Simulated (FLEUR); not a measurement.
# In: equation of state with r2SCAN

Crystal: In.

```
In
1.0
     1.66964    0.96397    8.20746
    -1.66964    0.96397    8.20746
     0.00000   -1.92793    8.20746
In
3
Cartesian
  0.0000 0.0000 5.4659
  0.0000 0.0000 19.1565
  0.0000 0.0000 0.0000
```

This isn't the form of In at room conditions, which is tetragonal.

```yaml
Program: FLEUR MaX-R8.1 (later development tree)
Task: equation of state
Functional: r2SCAN
Potentials_or_basis: all-electron
Basis: FLAPW
Kmax: 4.1 1/bohr
k_mesh: 9 × 9 × 9
Occupations: fermi-dirac, width 0.05 eV
Spin: no spin polarisation
```

- Equilibrium volume: 26.47 Å³/atom
- Bulk modulus at fixed shape and positions: 40 GPa

Energy against volume, from the lowest point:
```tsv
volume (Å³/atom)	energy (meV/atom)
24.834	14.24
25.363	6.24
26.419	0.00
27.476	4.46
28.005	9.98
```

Caveat: the meta-GGA is that of a development version, with a GGA for the radial functions and cores and without core tails; the cell was scaled at fixed shape and fractional positions, which overstates the stiffness of a crystal with free parameters, most of all of layers and chains.
